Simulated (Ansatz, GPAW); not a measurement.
# Ballistic transport through a C6 chain between two Ga chains, from relaxation to T(E), part 3 of 3

Wanted: T(E) of a C6 chain between two Ga chains at a relaxed geometry in two programs, beside the unrelaxed structure.

GPAW 26.7.0 and Ansatz 0.2.0; Ansatz plane waves; relaxation of the junction with the lead ends held (the session's first sound run).

So far. Step 7 (RPBE in the dzp basis: xc = "RPBE"): The conductance, 0.376 G₀, lies 2.4 % below that of the dzp run. Step 8 (The structure as built: geometry = "as built"): The conductance, 1.49 G₀, lies 287 % above that of the dzp run.

### Step 11. Basis sz(dzp), functional revPBE

A smaller basis is cheaper in every inversion. The functional moves levels against the Fermi level.

This step: GPAW LCAO, PAW setups; Landauer transmission from Green's functions with principal layers (ASE), zero bias (GPAW 26.7.0).

Input file run.py:

```python
import json
import numpy as np
from ase import Atoms
from ase.transport.calculators import TransportCalculator
from gpaw import GPAW, FermiDirac
from gpaw.lcao.tools import get_lcao_hamiltonian
from scipy.linalg import eigh

# The junction with lead layers at both ends, along the third cell vector
device = Atoms(
    ['Ga', 'Ga', 'Ga', 'Ga', 'Ga', 'Ga', 'C', 'C', 'C', 'C', 'C', 'C', 'Ga', 'Ga', 'Ga', 'Ga', 'Ga', 'Ga'],
    positions=[
        [4.50000, 4.50000, 1.27500],
        [4.50000, 4.50000, 3.82500],
        [4.50000, 4.50000, 6.37500],
        [4.50000, 4.50000, 8.92500],
        [4.51653, 3.33745, 11.42163],
        [4.55731, 4.52175, 13.92230],
        [4.56787, 4.08844, 15.83986],
        [4.58055, 4.12756, 17.09198],
        [4.59413, 4.13551, 18.43429],
        [4.60779, 4.14031, 19.68086],
        [4.62372, 4.14559, 21.02316],
        [4.65514, 4.12342, 22.27550],
        [4.41867, 4.50680, 24.18995],
        [5.12205, 3.52696, 26.68686],
        [4.50000, 4.50000, 29.19180],
        [4.50000, 4.50000, 31.74180],
        [4.50000, 4.50000, 34.29180],
        [4.50000, 4.50000, 36.84180]],
    cell=[[9.0, 0.0, 0.0], [0.0, 9.0, 0.0], [0.0, 0.0, 38.1168]],
    pbc=True)

# One principal layer of the lead: the first 3 atoms of the device
lead = Atoms(
    ['Ga', 'Ga', 'Ga'],
    positions=[
        [4.50000, 4.50000, 1.27500],
        [4.50000, 4.50000, 3.82500],
        [4.50000, 4.50000, 6.37500]],
    cell=[[9.0, 0.0, 0.0], [0.0, 9.0, 0.0], [0.0, 0.0, 7.65]],
    pbc=True)

settings = dict(mode='lcao', basis='sz(dzp)', xc='revPBE', h=0.2,
                occupations=FermiDirac(0.1), maxiter=250,
                mixer=dict(beta=0.1, nmaxold=8, weight=100.0),
                convergence=dict(density=0.0001))
energies = np.arange(-2, 2 + 1e-9, 0.025)
eta = 0.0001
n1, n2 = 1, 1
# k and -k transmit alike, so half of the mesh across the current serves
mesh = [(i, j) for i in range(n1) for j in range(n2) if (i, j) <= (-i % n1, -j % n2)]
weights = np.array([1 if (i, j) == (-i % n1, -j % n2) else 2 for i, j in mesh]) / (n1 * n2)

# [... helper functions left out ...]
fermi_lead = ground_state(lead, (1, 1, 15), 'lead.txt')
fermi_device = ground_state(device, (1, 1, 2), 'device.txt')
# [... loop over the mesh left out, but for ...]
        # Shift the lead onto the potential of the device's first layer
        shift = ((H[:, 0, 0] - H0[:, 0, 0]) / S0[0, 0]).real.mean()
# [...]
kT = 8.617333e-5 * 300
bias = [0.1, 0.2, 0.5, 1.0, 1.5, 2.0]
# [... integrals and printing left out ...]
```

Command:

```
OMP_NUM_THREADS=1 OPENBLAS_NUM_THREADS=1 python run.py
```

Elapsed: 49 s, on 1 thread of Intel Xeon 6975P-C (Granite Rapids), shared host; peak memory 1.1 GiB.

Numbers from this step:

```
conductance                                    : 0.3267 G₀
thermopower                                    : -39.62 μV/K
largest coupling past the next principal layer : 5.77e-5 eV
largest misfit of the first principal layer    : 0.03919 eV
shift that aligns the lead                     : -0.02017 eV
basis functions of the junction                : 72
basis functions of a principal layer           : 12
transmission at the Fermi level (one spin)     : 0.3200
```

One spin. Table of transmission, zone mean by energy, zero at the Fermi level:

```csv
energy (eV),"transmission, zone mean"
-2.000,0.0124
-1.900,0.00886
-1.800,0.00657
-1.700,1.6e-8
-1.600,4.3e-10
-1.500,4.1e-4
-1.400,0.00132
-1.300,0.00157
-1.200,0.00170
-1.100,0.00182
-1.000,0.00199
-0.900,0.00224
-0.800,0.00258
-0.700,0.00308
-0.600,0.00382
-0.500,0.00493
-0.400,0.00670
-0.300,0.00983
-0.200,0.0510
-0.100,0.173
0.000,0.320
0.100,0.529
0.200,0.895
0.300,1.39
0.400,1.76
0.500,1.93
0.600,1.98
0.625,1.98
0.700,1.97
0.800,1.94
0.900,1.89
1.000,1.83
1.100,1.77
1.200,1.72
1.300,1.69
1.400,1.68
1.500,1.69
1.600,1.72
1.700,1.74
1.800,1.76
1.900,1.78
2.000,1.80
```

Crossings of the lead's bands, unfolded to its shortest repeat. Open channels, zone mean against energy, zero at the Fermi level:

```csv
energy (eV),"open channels, zone mean"
-2.000,1
-1.900,1
-1.800,1
-1.700,0
-1.600,0
-1.500,1
-1.400,1
-1.300,1
-1.200,1
-1.100,1
-1.000,1
-0.900,1
-0.800,1
-0.700,1
-0.600,1
-0.500,1
-0.400,1
-0.300,1
-0.200,3
-0.100,3
0.000,3
0.100,3
0.200,3
0.300,3
0.400,3
0.500,3
0.600,3
0.700,3
0.800,3
0.900,3
1.000,3
1.100,3
1.200,3
1.300,3
1.400,3
1.500,3
1.600,3
1.700,3
1.800,3
1.900,3
2.000,3
```

Not self-consistent under bias; the bias window is split evenly. Table of current through one cell, from the zero-bias transmission by bias:

```csv
bias (V),"current through one cell, from the zero-bias transmission (μA)"
0.100,2.55
0.200,5.23
0.500,15.8
1.000,47.3
1.500,85.4
2.000,122
```

Transmission of the three most open eigenchannels against energy, zero at the Fermi level:

```csv
energy (eV),channel 1,channel 2,channel 3
-2.000,0.0124,0,0
-1.800,0.00657,0,0
-1.600,4.3e-10,0,0
-1.400,0.00132,0,0
-1.200,0.00170,0,0
-1.000,0.00199,0,0
-0.800,0.00258,0,0
-0.600,0.00382,0,0
-0.400,0.00670,0,0
-0.200,0.0387,0.0123,1.9e-8
0.000,0.187,0.133,9.2e-8
0.200,0.475,0.420,1.6e-7
0.400,0.969,0.794,2.7e-7
0.600,0.998,0.983,5.0e-7
0.800,0.984,0.957,9.7e-7
1.000,0.943,0.890,1.9e-6
1.200,0.873,0.846,3.7e-6
1.400,0.923,0.756,6.8e-6
1.600,0.989,0.729,1.1e-5
1.800,0.991,0.771,1.4e-5
2.000,0.996,0.808,1.6e-5
```

The conductance, 0.327 G₀, lies 15 % below that of the dzp run.

### Step 12. What came out

| Quantity | Value |
| --- | --- |
| conductance | 0.385 G₀ |
| transmission at the Fermi level, mean of the spins | 0.381 |
| thermopower | -34.3 μV/K |
| open channels of the lead there | 3 |

What this shows: In the dzp basis the junction conducts 0.385 G₀ at 300 K, with T = 0.381 a spin at the Fermi level; the szp basis reaches that conductance within 10 %. Relaxation moved atoms by up to 1.2 Å and took the conductance from 1.49 to 0.385 G₀, as a ratio a larger change than the step from dzp to the minimal basis. Plane waves (PBE) give T = 0.350 there. The scatterer reflects about 87 % of the incoming channels at the Fermi level. At the Fermi level two eigenchannels carry the current (0.21 and 0.17). The negative thermopower says that the thermally weighted transmission is larger above the Fermi level, as for electron-like transport. Measured against the first run (pw-pbe), the nearest curve is that of dzp-RPBE (r.m.s. 0.058) and the farthest that of asbuilt (0.38). Over the compared runs wall time goes from 53 s (sz) to 89 s (dzp), on a shared host; the plane-wave run used 4 threads and the orbital runs 1. The leads kept an estimated spacing and the cell its length, so the junction may be under some tension or compression. Energies count from the junction cell's Fermi level; in the run with T = 0.381 there, the aligned lead's own level lies at -0.017 eV, where T interpolates to 0.351; the finite cell leaves the answer open by at least that much. An evenly spaced straight chain is an idealisation: free chains tend to dimerise, zigzag or, where a band edge lies near the Fermi level, turn magnetic. The currents use the zero-bias T(E) throughout, which holds only while the bias is small against the distance to the nearest feature.

[Logs are printed without paths, hosts, clocks, repeated set-up lines and the standing remarks that a program may print on its own settings, such as how far it seeks lower states.]

[Hosts, paths, dates, database ids (printed as entryN), source tags and the programs' standing remarks are cut or masked in the printed files.]
